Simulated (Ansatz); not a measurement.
## hcp against fcc along groups 8 to 10

Method: DFT, LDA (PW92), plane waves (420 eV) with PAW, scalar-relativistic (Ansatz 0.2.0). (PAW data from PBE, frozen cores regenerated.)

Each structure is relaxed within its symmetry, in the lowest magnetic state of the tried starts. Differences under about 8 meV lie within the error of the k-point mesh.

| element | E(hcp) − E(fcc) (meV/atom) | V(hcp) (Å³/atom) | V(fcc) (Å³/atom) | state of hcp | state of fcc |
| --- | --- | --- | --- | --- | --- |
| Fe | -87 | 9.56 | 9.60 | spin not included | non-magnetic |
| Ru | -124 | 13.09 | 13.16 | non-magnetic | spin not included |
| Os | -145 | 13.70 | 13.76 | spin not included | spin not included |
| Co | ? | ? | ? | ? | ? |
| Ir | 84 | 13.92 | 13.84 | spin not included | non-magnetic |
| Pd | 40 | 14.23 | 14.18 | spin not included | spin not included |
| Pt | 65 | 14.86 | 14.77 | spin not included | spin not included |

Task: Fill in the row of Co.

Result: E(hcp) − E(fcc) (meV/atom): -25; V(hcp) (Å³/atom): 10.01; V(fcc) (Å³/atom): 10.07; state of hcp: ferromagnetic; state of fcc: ferromagnetic.
